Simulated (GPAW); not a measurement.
Crystal: LiF.

```xyz
2
Lattice="2.5595 0.0000 0.0000 0.0000 2.5595 0.0000 0.0000 0.0000 2.5595" Properties=species:S:1:pos:R:3 pbc="T T T"
F     1.2798    1.2798    1.2798
Li    0.0000    0.0000    0.0000
```

Measurements of this composition are mostly on another form, of space group No. 225.

Base run:

| Item | Value |
| --- | --- |
| Program | GPAW 26.7.0 |
| Functional | RPBE |
| Dispersion | D3(BJ) |
| Potentials or basis | the program's PAW data sets (release 1.2.1) made for this functional |
| Cutoff | 800 eV |
| Basis | pw |
| k mesh | 10 × 10 × 10 |
| Occupations | gaussian, width 0.1 eV |
| Spin | no spin polarisation |

Its results: band gap on the k mesh 7.69 eV, indirect (least direct gap 8.35 eV); pressure -12.2 GPa.

Q: The run is repeated on the same cell with these changes: dispersion from D3(BJ) to none. What comes out?

A: Band gap on the k mesh 7.69 eV, indirect (least direct gap 8.35 eV); pressure 2.3 GPa.

Dispersion adds attraction, which lowers the pressure at fixed volume and, as a term added to the energy, leaves the levels alone.
